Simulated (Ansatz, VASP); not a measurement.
## Two plane-wave programs on Cu

INCAR

```
ALGO = Normal
EDIFF = 1E-6
ENCUT = 520
ISIF = 2
ISMEAR = -1
LASPH = True
LCHARG = False
LREAL = False
LWAVE = False
NBANDS = 12
NELM = 60
PREC = Accurate
SIGMA = 0.1
```

KPOINTS

```
k-points
0
Gamma
  18 18 18
```

File POSCAR:

```
Cu
1.0
   -1.3789685988      1.3789685988      1.3789685988
    1.3789685988     -1.3789685988      1.3789685988
    1.3789685988      1.3789685988     -1.3789685988
Cu
1
Direct
    0.0000000000      0.0000000000      0.0000000000
```

Input for Ansatz:

```yaml
crystal:
  lattice:
    - [-1.3789685988, 1.3789685988, 1.3789685988]
    - [1.3789685988, -1.3789685988, 1.3789685988]
    - [1.3789685988, 1.3789685988, -1.3789685988]
  atoms:
    - { symbol: Cu, position: [0.0, 0.0, 0.0] }
hamiltonian:
  xc: lda
  pseudopotentials:
    kind: paw
    azcp:
      Cu: "pseudopotentials/Cu.paw.azcp"
basis:
  ecutwfc: 420
  fft_grid_basis: typed
kpoints:
  mp_grid: { grid: [18, 18, 18], shift: [0, 0, 0] }
magnetization:
  spin_polarized: false
scf:
  occupations: { method: fermi_dirac, width: 0.1 }
  lower_state_search: "off"
output:
  stress: true
```

Alike in both runs: task single point; functional LDA; k mesh 18 × 18 × 18; occupations fermi-dirac, width 0.1 eV; no spin polarisation.

|  | VASP | Ansatz |
| --- | --- | --- |
| version | VASP 6.6.1 | Ansatz 0.2.0 |
| potentials or method | VASP PAW LDA potentials, release 64 (Cu) | plane waves (420 eV) with PAW, scalar-relativistic |
| plane-wave cutoff (eV) | 520 | 420 |
| valence electrons in the cell | 11 | 19 |

```tsv
	VASP	Ansatz	Ansatz less VASP
pressure (GPa)	9.4	8.5	-0.89
```

The two sets of potentials don't hold the same shells in valence. Ansatz warned: «pseudo_functional_mismatch».
